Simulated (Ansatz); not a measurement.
ZnS: frozen-core PAW against all-electron methods

```
Zn S
1.0
     3.81100    0.03811    0.03811
    -1.87250    3.28137    0.01395
     0.06234    0.06234    6.23400
Zn S
2 2
Direct
  0.33333 0.66667 0.00000
  0.66667 0.33333 0.50000
  0.33333 0.66667 0.38500
  0.66667 0.33333 0.88500
```

Atoms are numbered in the order listed.

The cell is COD entry 9008878, as deposited and not checked against the literature; nothing was relaxed. It differs from other determinations. The listed cell was then made from it by scaling, straining or moving an atom.

Methods: DFT, PBE, PAW with Ansatz's default frozen-core files, scalar-relativistic (Ansatz 0.2.0); DFT, PBE, all-electron PAW with datasets made for the crystal, scalar-relativistic (Ansatz 0.2.0); DFT, PBE, all-electron LAPW, scalar-relativistic (Ansatz 0.2.0).

For PAW: a Γ-centred 8×8×5 k mesh, Fermi–Dirac smearing of 0.03 eV, cutoff 420 eV, no spin polarisation. The crystal-made all-electron datasets (AE datasets) take a cutoff of 300 eV at this cell. LAPW targets a basis error of 1 meV/atom. The Ansatz runs share mesh, smearing and spin set-up. Plane-wave (PAW) pressures include the program's estimate of the Pulay term.

Stress and pressure are positive in compression.

The change that made this cell: equal xy, yz and zx engineering shear strains of +2 %.

| quantity | PAW | AE datasets | LAPW |
| --- | --- | --- | --- |
| pressure (GPa) | 2.39 | 2.40 | 2.40 |
| stress xx (GPa) | 3.09 | 3.09 | 3.10 |
| stress zz (GPa) | 1.02 | 1.03 | 1.03 |
| stress yz (GPa) | -0.72 | -0.72 | -0.72 |
| stress xz (GPa) | -0.72 | -0.72 | -0.72 |
| stress xy (GPa) | -1.18 | -1.18 | -1.18 |
| force on Zn1, z (eV/Å) | 0.327 | 0.326 | 0.326 |
| force on Zn2, z (eV/Å) | 0.320 | 0.320 | 0.320 |
| force on S3, z (eV/Å) | -0.318 | -0.318 | -0.318 |
| force on S4, z (eV/Å) | -0.329 | -0.329 | -0.329 |
| band gap (eV) | 2.206 | 2.209 | 2.209 |
